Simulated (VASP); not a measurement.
Input of a VASP 6.6.1 run:

Contents of run.py:

```python
from ase.calculators.vasp import Vasp
from ase.io import read

atoms = read('POSCAR')
calc = Vasp(
    directory='calc',
    xc='pbe',
    pp='PBE',
    setups='recommended',
    prec='Accurate',
    encut=520,
    ediff=1e-06,
    ismear=-1,
    sigma=0.05,
    lreal=False,
    lasph=True,
    nelm=80,
    algo='Normal',
    isif=2,
    lwave=False,
    lcharg=False,
    ivdw=3,
    ibrion=2,
    nsw=60,
    ediffg=-0.02,
    kpts=[10, 10, 10],
    gamma=True,
)
atoms.calc = calc

print('energy (eV):', atoms.get_potential_energy())
print('free energy (eV):', atoms.get_potential_energy(force_consistent=True))
print('forces (eV/A):')
print(atoms.get_forces())
print('stress (eV/A^3, Voigt):', atoms.get_stress())
print('Fermi level (eV):', calc.get_fermi_level())
print('cell (A, degrees):', atoms.cell.cellpar())
print('volume (A^3):', atoms.get_volume())
print('scaled positions:')
print(atoms.get_scaled_positions())
```

The input POSCAR:

```
Sc
1.0
   -0.0231450000      2.2442740000      2.2444010000
    2.2469620000     -0.0256300000      2.2468860000
    2.2502330000      2.2500300000     -0.0289010000
Sc
1
Direct
    0.0000000000      0.0000000000      0.0000000000
```

Potentials or basis: VASP PAW PBE potentials, release 64 (Sc_sv).

Command:

```bash
$ python run.py
```

Estimate the band gap on the k mesh.

none (metal or under the smearing width).

Predict the dispersion energy per atom.

-0.006 eV.

Stress tensor (GPa, compression positive):
```
3.76 0.35 0.47
0.35 3.77 0.56
0.47 0.56 3.77
```

Caveat: the relaxation stopped at its first step, so nothing moved; atom-pairwise D2, TS and ULG terms overbind metals; pairwise dispersion overbinds metals, which lowers pressure and volume.
